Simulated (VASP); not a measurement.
A run of VASP 6.6.1 is set up as follows.

File POSCAR:

```
InP                                     
1.0
    0.0000000000      2.9393308167      2.9393308167
    2.9393308167      0.0000000000      2.9393308167
    2.9393308167      2.9393308167      0.0000000000
  In              P             
     1     1
Direct
     0.0000000000000000    0.0000000000000000    0.0000000000000000
     0.2500000000000000    0.2500000000000000    0.2500000000000000
```

INCAR.step1

```
SYSTEM = InP
PREC = Accurate ; ENCUT = 520
EDIFF = 1E-8 ; ISMEAR = 0
SIGMA = 0.03 ; LREAL = .False.
LASPH = .True. ; NELM = 80
ALGO = Normal ; ISIF = 2
LWAVE = .False. ; LCHARG = .False.
KPAR = 4 ; GGA = PE
LEPSILON = .True.
```

KPOINTS.step1

```
Automatic mesh
0
G
  8 8 8
  0 0 0
```

The input INCAR.step2:

```
SYSTEM = InP
PREC = Accurate ; ENCUT = 520
EDIFF = 1E-5 ; ISMEAR = 0
SIGMA = 0.03 ; LREAL = .False.
LASPH = .True. ; NELM = 80
ALGO = Normal ; ISIF = 2
LWAVE = .True. ; LCHARG = .False.
NBANDS = 16 ; KPAR = 4
GGA = PE
```

Contents of KPOINTS.step2:

```
Automatic mesh
0
Gamma
  6 6 6
  0 0 0
```

The input INCAR.step3:

```
SYSTEM = InP
PREC = Accurate ; ENCUT = 520
EDIFF = 1E-7 ; ISMEAR = 0
SIGMA = 0.03 ; LREAL = .False.
LASPH = .True. ; NELM = 80
ALGO = Normal ; ISIF = 2
LWAVE = .False. ; LCHARG = .False.
GGA = PE ; LHFCALC = .True.
AEXX = 0.0643 ; PRECFOCK = Fast
HFRCUT = -1 ; NBANDS = 16
KPAR = 4 ; ISTART = 1
```

KPOINTS.step3

```
Automatic mesh
0
Gamma
  6 6 6
  0 0 0
```

File KPOINTS_OPT:

```
explicit points
6
Reciprocal
 0.0000000000  0.0000000000  0.0000000000 1
 0.3750000000  0.3750000000  0.7500000000 1
 0.5000000000  0.5000000000  0.5000000000 1
 0.6250000000  0.2500000000  0.6250000000 1
 0.5000000000  0.2500000000  0.7500000000 1
 0.5000000000  0.0000000000  0.5000000000 1
```

Potentials or basis: VASP PAW PBE potentials, release 64 (In_d, P).

Launch:

```sh
$ cat potpaw_PBE.64/In_d/POTCAR potpaw_PBE.64/P/POTCAR > POTCAR
$ cp INCAR.step1 INCAR
$ cp KPOINTS.step1 KPOINTS
$ mpirun -np 4 vasp_std > vasp.out
$ cp INCAR.step2 INCAR
$ cp KPOINTS.step2 KPOINTS
$ mpirun -np 4 vasp_std > vasp.out
$ cp INCAR.step3 INCAR
$ cp KPOINTS.step3 KPOINTS
$ mpirun -np 4 vasp_std > vasp.out
```

**Question.** Estimate the pressure.

**Answer.** 2.0 GPa.

**Question.** What does it give for the band gap on the k mesh?

**Answer.** 1.00 eV, direct.

**Question.** Estimate the band gap along the path.

**Answer.** 1.00 eV, direct.

Caveat: the PAW data sets were made with another functional, which shifts forces and pressure a little; spin-orbit coupling is left out, which moves the levels of the heavy elements.

**What was measured.**

A printed reference work, data compilation reports, for a bulk crystal of InP at 1.6 K: band gap 1.4236 eV (direct).

A measured gap of InP is 1.4236 eV (direct; 1.6 K; a printed reference work, data compilation); the calculated 1.00 eV misses it by -0.42 eV. Spin-orbit coupling on In is left out. The value is that of PBE-EpsX, without temperature or zero-point motion.
